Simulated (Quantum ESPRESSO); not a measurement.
FeO:

```
Fe O
1.0
     2.61247    0.00000    0.00000
     0.00000    2.61247    0.00000
     0.00000    0.00000    2.61247
Fe O
1 1
Direct
  0.00000 0.00000 0.00000
  0.50000 0.50000 0.50000
```

The cell comes from a database or a generator and needn't be the stable form of this composition.

Base run:

```yaml
Program: Quantum ESPRESSO 7.5
Functional: revPBE
Potentials_or_basis: PseudoDojo 0.4.1 SR PBE standard
Cutoff: 1225 eV
Density_cutoff: 4898 eV
k_mesh: 7 × 7 × 7
Occupations: gaussian, width 0.05 eV
Spin: collinear spin, ferromagnetic start
Starting_moments: "[4.0, 0.0] μB"
Hubbard_terms: Fe d U = 3 eV
```

Its results: band gap on the k mesh none (metal or under the smearing width); pressure 16.3 GPa; net moment 4.00 μB per cell; site moments Fe +3.54; O +0.32 μB.

Question: After a change of settings the same cell gave: band gap on the k mesh none (metal or under the smearing width); pressure 11.4 GPa; net moment 4.00 μB per cell; site moments Fe +3.52; O +0.33 μB. Which change was it?
A. functional from revPBE to PBEsol
B. functional from revPBE to RPBE
C. functional from revPBE to PW91
D. functional from revPBE to LDA

Answer: C.

PW91 binds more tightly than revPBE, so the same cell stands under less pressure.

Caveats: the potentials were made for another functional, which shifts forces and pressure; a cell with one magnetic atom can't hold antiferromagnetic order, which such compounds often take.
